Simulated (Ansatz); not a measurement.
# ZrS2: band gap under strain

Aim: follow the gap of ZrS2 in the CdI2 structure through these states: no strain; -4.0 % equal strain in all directions; -3.0 % equal strain in all directions. The table at the end shows which levels were run.

The runs shown are made with Ansatz 0.2.0. PAW datasets, plane waves. Spin-unpolarised throughout; all numbers are computed.

### Step 1. The cell

The unstrained cell was relaxed with r2SCAN+rVV10; in each strained cell the atoms were relaxed again with r2SCAN+rVV10. Names of k-points are those of the unstrained zone, where strain can split equivalent points. First state: no strain.

It is trigonal, P-3m1 (No. 164); a = 3.674 Å, c = 5.857 Å in the conventional setting, 22.83 Å³ an atom. Zr has 6 S at 2.57 Å; S has 3 Zr at 2.57 Å.

Structure file:

```xyz
3
Lattice="3.6744 0.0000 0.0000 -1.8372 3.1821 0.0000 0.0000 0.0000 5.8569" Properties=species:S:1:pos:R:3 pbc="T T T"
Zr    0.0000    0.0000    0.0000
S     0.0000    2.1214    1.4421
S     1.8372    1.0607    4.4147
```

### Step 2. No strain: PBE

File input.yaml:

```yaml
crystal:
  lattice:
    - [3.674399085, 0.0, 0.0]
    - [-1.8371995425, 3.1821229513, 0.0]
    - [0.0, 0.0, 5.8568562742]
  atoms:
    - { symbol: Zr, position: [0.0, 0.0, 0.0] }
    - { symbol: S, position: [0.3333333333, 0.6666666667, 0.2462324599] }
    - { symbol: S, position: [0.6666666667, 0.3333333333, 0.7537675401] }
kpoints:
  mp_grid: { grid: [12, 12, 4] }
  band_path:
    path:
      - [0.0, 0.0, 0.0]
      - [0.5, 0.0, 0.0]
      - [0.3333333333, 0.3333333333, 0.0]
      - [0.0, 0.0, 0.5]
      - [0.5, 0.0, 0.5]
      - [0.3333333333, 0.3333333333, 0.5]
      - [-0.088542, 0.041667, 0.0]
      - [0.0, 0.5, 0.5]
    npoints: 1
hamiltonian:
  xc: pbe
scf:
  occupations: { method: fermi_dirac, width: 0.02 }
  n_extra_bands: 4
output:
  forces: true
  stress: true
  eigenvalues: true
```

On the command line:

```console
$ ansatz run input.yaml --threads 2 --pin off --max-ram 20275MiB --backend cpu --events-out ev --progress --plain --runs-dir out
```

Further steps of the session: No strain: r2SCAN; No strain: HSE06; No strain: r2SCAN+SOC; No strain: r2SCAN; No strain: G0W0@PBE; -4.0 % equal strain in all directions: PBE; -4.0 % equal strain in all directions: r2SCAN; -4.0 % equal strain in all directions: HSE06; -4.0 % equal strain in all directions: r2SCAN+SOC; -4.0 % equal strain in all directions: r2SCAN; -4.0 % equal strain in all directions: G0W0@PBE; -3.0 % equal strain in all directions: PBE; -3.0 % equal strain in all directions: r2SCAN; -3.0 % equal strain in all directions: HSE06; -3.0 % equal strain in all directions: r2SCAN+SOC; -3.0 % equal strain in all directions: r2SCAN; -3.0 % equal strain in all directions: G0W0@PBE.

**Question.** What will these runs give?

The runs gave:

Least gap in eV (negative: overlap), with the change from the unstrained cell in brackets. G0W0 is on its own coarse mesh.

```
                                state  volume change (%)           PBE        r2SCAN         HSE06          G0W0
                            no strain               +0.0          0.88          1.19          1.67          1.76
-4.0 % equal strain in all directions              -11.5  0.32 (-0.56)  0.60 (-0.59)  1.02 (-0.65)  1.03 (-0.73)
-3.0 % equal strain in all directions               -8.7  0.48 (-0.40)  0.76 (-0.43)  1.21 (-0.46)  1.24 (-0.52)
```

What this shows: The largest move of the HSE06 gap in the table is -0.647 eV, under -4.0 % equal strain in all directions. PBE and HSE06 differ by 0.79 eV on the unstrained gap, and by at most 0.09 eV on its change: PBE follows the response to strain far better than the gap itself. G0W0 here is at a finite number of bands, screening cutoff and k mesh, not at the basis limit.
